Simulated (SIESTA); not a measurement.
CdSe (Cadmoselite):

```
Cd Se
1.0
     4.30000    0.00000    0.00000
    -2.15000    3.72391    0.00000
     0.00000    0.00000    7.02000
Cd Se
2 2
Direct
  0.66667 0.33333 0.50000
  0.33333 0.66667 0.00000
  0.66667 0.33333 0.88500
  0.33333 0.66667 0.38500
```

Base run:

| Property | Result |
| --- | --- |
| Program | SIESTA 5.4.2 |
| Functional | PBE |
| Potentials or basis | Ansatz (PBE files) |
| Basis | DZP (energy shift 0.003 Ry; two zetas on semicore shells) |
| Grid cutoff | 800 Ry |
| Energy shift | 0.003 Ry |
| k mesh | 7 × 7 × 4 |
| Occupations | fermi-dirac, width 0.05 eV |
| Spin | no spin polarisation |

Its results: band gap on the k mesh 1.08 eV, direct; pressure 2.5 GPa; largest force 0.314 eV/Å.

Task: After a change of settings the same cell gave: band gap on the k mesh 0.92 eV, direct; pressure 3.2 GPa; largest force 0.321 eV/Å. Which change was it?
A. potentials or basis from Ansatz (PBE files) to PseudoDojo 0.4 stringent (PBE files); valence electrons from 72 to 88
B. potentials or basis from Ansatz (PBE files) to SG15 1.2 (PBE files) or PseudoDojo by element; valence electrons from 72 to 52
C. potentials or basis from Ansatz (PBE files) to PseudoDojo 0.5 standard (PBE files)
D. potentials or basis from Ansatz (PBE files) to SPMS 1.0 (PBE files) or PseudoDojo by element

Result: C.

Caveats: an odd mesh through Γ misses points on the zone boundary, where band edges often lie; the basis of atomic orbitals isn't converged, which shifts pressures, moduli and gaps; short orbitals over semicore shells can move pressures by several GPa (some runs).
